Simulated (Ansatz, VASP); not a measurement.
## One calculation of Si, two programs

```
CELL_PARAMETERS angstrom
2.63919 0.00000 0.00000
-1.31960 2.28561 0.00000
0.00000 0.00000 4.55316
ATOMIC_POSITIONS crystal
Si 0.33333 0.66667 0.25000
Si 0.66667 0.33333 0.75000
```

This isn't the form of Si at room conditions, which is diamond.

Alike in both runs: functional r2SCAN; k mesh 18 × 18 × 10; occupations gaussian, width 0.1 eV; no spin polarisation.

Ansatz relaxed the structure, and its values are those at the end. VASP's run is a single point on that final structure, the one shown.

```csv
,VASP,Ansatz
version,VASP 6.6.1,Ansatz 0.2.0
potentials or method,"VASP PAW PBE potentials, release 64 (Si)","scalar-relativistic, plane waves, PAW"
plane-wave cutoff (eV),520,500
valence electrons in the cell,8,8
```

|  | VASP | Ansatz | Ansatz less VASP |
| --- | --- | --- | --- |
| gap on the k mesh at the Fermi level (eV) | none | none | - |
| pressure (GPa) | 0.0 | 0.0 | -0.04 |

A gap of «none» marks a metal or a gap that the smearing closes.

Caveats: the PAW data sets were made with another functional, which shifts forces and pressure a little (VASP).
